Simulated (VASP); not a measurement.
**MgTe: relaxation of cell and atoms with r2SCAN**

The system is MgTe.

```
CELL_PARAMETERS angstrom
4.57254 0.00000 0.00000
-2.28627 3.95993 0.00000
0.00000 0.00000 7.45061
ATOMIC_POSITIONS crystal
Mg 0.33333 0.66667 0.00437
Mg 0.66667 0.33333 0.50437
Te 0.33333 0.66667 0.38063
Te 0.66667 0.33333 0.88063
```

```
Program                : VASP 6.6.1
Task                   : relaxation of cell and atoms
Functional             : r2SCAN
Potentials or basis    : VASP PAW PBE potentials, release 64 (Mg, Te)
Cutoff                 : 600 eV
k mesh                 : 9 × 9 × 4
Occupations            : gaussian, width 0.03 eV
Spin                   : no spin polarisation
Further INCAR settings : ALGO = Normal; EDIFF = 1e-07; IBRION = 2; EDIFFG = -0.005; NSW = 90; ISIF = 3
```

```
Pressure after relaxing      : 0.0 GPa
Largest force after relaxing : 0.004 eV/Å
Band gap on the k mesh       : 3.16 eV, direct
```

Forces on the atoms (eV/Å):
```
Mg   0.000  0.000  0.004
Mg   0.000  0.000  0.004
Te   0.000  0.000 -0.004
Te   0.000  0.000 -0.004
```

Final structure:
```
Mg Te
1.0
     4.57254    0.00000    0.00000
    -2.28627    3.95993    0.00000
     0.00000    0.00000    7.45061
Mg Te
2 2
Direct
  0.33333 0.66667 0.00437
  0.66667 0.33333 0.50437
  0.33333 0.66667 0.38063
  0.66667 0.33333 0.88063
```

Levels at points of the mesh, in eV from the valence-band top:
| k point | band 6 | band 7 | band 8 | band 9 | band 10 | band 11 |
| --- | --- | --- | --- | --- | --- | --- |
| (0.00, 0.00, 0.00) | 0.00 | 0.00 | 0.00 | 3.16 | 3.58 | 5.80 |
| (0.00, 0.00, 0.50) | -0.26 | -0.26 | -0.26 | 4.09 | 4.09 | 6.05 |

Wall time 4.8 min on 1 thread of Intel(R) Xeon(R) Platinum 8488C (Sapphire Rapids), with other jobs on the host, peak memory 0.38 GiB.

Caveat: the relaxation stopped at its first step, so nothing moved; the PAW data sets were made with another functional, which shifts forces and pressure a little; spin-orbit coupling is left out, which moves the levels of the heavy elements; an odd mesh through Γ misses points on the zone boundary, where band edges often lie.
